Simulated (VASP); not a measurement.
Runs of VASP 6.6.1 on C. Symmetry: Fd-3m, No. 227, cubic system. The conventional cell has a = 3.567 Å, b = 3.567 Å, c = 3.567 Å, α = 90.00°, β = 90.00°, γ = 90.00°. Around C (site symmetry -43m) lie 4 C at 1.54 Å. This isn't the form of C at room conditions, which is graphite.

```tsv
task	level	potentials or basis	cell	k mesh	cutoff (eV)	smearing	grid for exact exchange (PRECFOCK)	exchange at q = 0	mesh quality	gap on the mesh (eV)	pressure (GPa)	relaxed volume (Å³/atom)
relaxation of cell and atoms	PBE	VASP PAW PBE potentials, release 54 (C)	relaxed	13 × 13 × 13	600	fermi-dirac 0.05 eV	-	-	not flagged	4.13	0.0	5.70
single point	PBE	VASP PAW PBE potentials, release 64 (C)	as given	13 × 13 × 13	520	gaussian 0.03 eV	-	-	not flagged	4.14	(a)	-
Born charges and dielectric tensor	PBEsol	VASP PAW PBE potentials, release 64 (C)	as given	13 × 13 × 13	520	fermi-dirac 0.05 eV	-	-	not flagged	(b)	-	-
relaxation of cell and atoms	HF	VASP PAW PBE potentials, release 64 (C)	relaxed	7 × 7 × 7	600	fermi-dirac 0.05 eV	Fast	truncated	coarse	12.75	0.0	5.60
band structure	PBE	VASP PAW PBE potentials, release 54 (C)	as given	13 × 13 × 13	520	fermi-dirac 0.05 eV	-	-	not flagged	4.14	-	-
```

Alike in all rows: no spin polarisation.

Question: Fill in the values left out.

Answer: (a) 2.5; (b) 4.01.

Caveats: some runs use coarse meshes; an odd mesh through Γ misses points on the zone boundary, where band edges often lie (some runs); the PAW data sets were made with another functional, which shifts forces and pressure a little (some runs).
